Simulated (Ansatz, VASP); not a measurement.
Se: VASP beside Ansatz

INCAR

```
PREC = Accurate
ENCUT = 520
EDIFF = 1E-6
ISMEAR = -1
SIGMA = 0.02
LREAL = False
LASPH = True
NELM = 80
ALGO = Normal
ISIF = 2
LWAVE = False
LCHARG = False
GGA = PS
NBANDS = 16
```

Contents of KPOINTS:

```
Automatic mesh
0
Gamma
  8 8 6
```

The input POSCAR:

```
Se
1.0
    4.3696387861      0.0000000000      0.0000000000
   -2.1848193931      3.7842181942      0.0000000000
    0.0000000000      0.0000000000      4.9658934763
Se
3
Direct
    0.2170000000      0.0000000000      0.1666666667
    0.0000000000      0.2170000000      0.8333333333
    0.7830000000      0.7830000000      0.5000000000
```

Input for Ansatz:

```yaml
crystal:
  lattice:
    - [4.3696387861, 0.0, 0.0]
    - [-2.1848193931, 3.7842181942, 0.0]
    - [0.0, 0.0, 4.9658934763]
  atoms:
    - { symbol: Se, position: [0.217, 0.0, 0.1666666667] }
    - { symbol: Se, position: [0.0, 0.217, 0.8333333333] }
    - { symbol: Se, position: [0.783, 0.783, 0.5] }
kpoints:
  mp_grid: { grid: [8, 8, 6] }
  band_path:
    path:
      - [0.0, 0.0, 0.0]
      - [0.5, 0.0, 0.0]
      - [0.3333333333, 0.3333333333, 0.0]
      - [0.0, 0.0, 0.0]
      - [0.0, 0.0, 0.5]
      - [0.5, 0.0, 0.5]
      - [0.3333333333, 0.3333333333, 0.5]
      - [0.0, 0.0, 0.5]
      - [0.5, 0.0, 0.5]
    npoints: 5
scf:
  occupations: { method: fermi_dirac, width: 0.02 }
hamiltonian:
  xc: pbesol
  pseudopotentials: { kind: all_electron, lapw: { basis_error: 0.001 } }
output:
  forces: true
  stress: true
  eigenvalues: true
```

Change from the starting cell: volume scaled by 1.01.

Alike in both runs: task single point; functional PBEsol; k mesh 8 × 8 × 6; occupations fermi-dirac, width 0.02 eV; no spin polarisation.

|  | VASP | Ansatz |
| --- | --- | --- |
| version | VASP 6.6.1 | Ansatz 0.2.0 |
| potentials or method | VASP PAW PBE potentials, release 64 (Se) | all-electron LAPW, scalar-relativistic |
| plane-wave cutoff (eV) | 520 | see its input |

```tsv
	VASP	Ansatz	Ansatz less VASP
gap on the k mesh at the Fermi level (eV)	1.04	1.07	+0.024
pressure (GPa)	2.5	2.2	-0.24
largest component of the traceless stress (GPa)	1.38	1.27	-0.111
rms of the force components (eV/Å)	0.546	0.510	-0.0360
```

Atom by atom the forces differ by 0.036 eV/Å (rms over components). Ansatz ran all-electron here, so the differences hold the error of VASP's frozen core and of both bases.

Caveats: the PAW data sets were made with another functional, which shifts forces and pressure a little (VASP). A k mesh can miss the band edges.
